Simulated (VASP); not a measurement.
## MgS (rocksalt): gaps by functional in VASP

```cif
data_structure
_symmetry_space_group_name_H-M 'P 1'
_symmetry_Int_Tables_number 1
_cell_length_a 3.6791
_cell_length_b 3.6791
_cell_length_c 3.6791
_cell_angle_alpha 60.000
_cell_angle_beta 60.000
_cell_angle_gamma 60.000
_cell_volume 35.21
loop_
_atom_site_label
_atom_site_type_symbol
_atom_site_fract_x
_atom_site_fract_y
_atom_site_fract_z
_atom_site_occupancy
Mg1 Mg 0.00000 0.00000 0.00000 1
S1 S 0.50000 0.50000 0.50000 1
```

All runs share this cell. Band v is the last that the valence electrons fill when counted band by band, and c is the next. A negative gap between them is a band overlap, as in a metal.

```csv
level,gap (eV),least direct gap (eV),pressure (GPa)
PBE,2.78,3.71,0.9
r²SCAN,3.43,4.62,-0.5
LDA,2.56,3.49,-3.8
PBEsol,2.70,3.59,-1.1
```
